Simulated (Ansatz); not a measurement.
## MnO under changes of volume

One of the cells (10.999 Å³/atom); the others are scaled copies at fixed shape and fractional positions:

```xyz
2
Lattice="0.0000 2.2239 2.2239 2.2239 0.0000 2.2239 2.2239 2.2239 0.0000" Properties=species:S:1:pos:R:3 pbc="T T T"
Mn    0.0000    0.0000    0.0000
O     2.2239    2.2239    2.2239
```

The cell is a database's computed one.

```yaml
Program: Ansatz 0.2.0
Functional: PBE0
Potentials_or_basis: Ansatz PAW
Cutoff: "420 eV (not typed: the program's choice for these potentials)"
k_mesh: 6 × 6 × 6
Occupations: fermi-dirac, width 0.05 eV
Spin: collinear spin, ferromagnetic start
Starting_moments: "[4.0, 0.0] μB"
```

```csv
volume (Å³/atom),energy over the lowest point (meV/atom),pressure (GPa),gap on the mesh (eV)
10.339,26.70,12.7,2.09
10.559,12.48,8.3,2.04
10.779,3.80,4.4,2.00
10.999,0.00,0.9,1.96
11.219,?,?,?
11.439,6.36,-5.2,1.88
11.659,15.23,-7.7,1.85
```

What does the run at 11.219 Å³/atom give?

Energy over the lowest point 1.30 meV/atom; pressure -2.3 GPa; gap on the mesh 1.92 eV.

Worked out: A Birch-Murnaghan fit of order 3 (a polynomial in V^(-2/3)) to the other rows has its minimum at 11.06 Å³/atom with B0 = V·E''(V) = 164 GPa and B' = 3.7. It gives 1.09 meV/atom at 11.219 Å³/atom, against the run's 1.30, and -dE/dV = -2.3 GPa, against -2.3. A straight line through the other rows of the gap, of slope -2 eV per unit of ln V, gives 1.92 eV, against the run's 1.92.

Energies are extrapolated to zero smearing.

Caveats: the magnetic or orbital state may not be the lowest; a cell with one magnetic atom can't hold antiferromagnetic order, which such compounds often take; the PAW data sets come from PBE, with cores solved anew for the run's functional, which leaves a small shift of forces and pressure; the thresholds are loose for stress.

A mesh can miss the band edges.
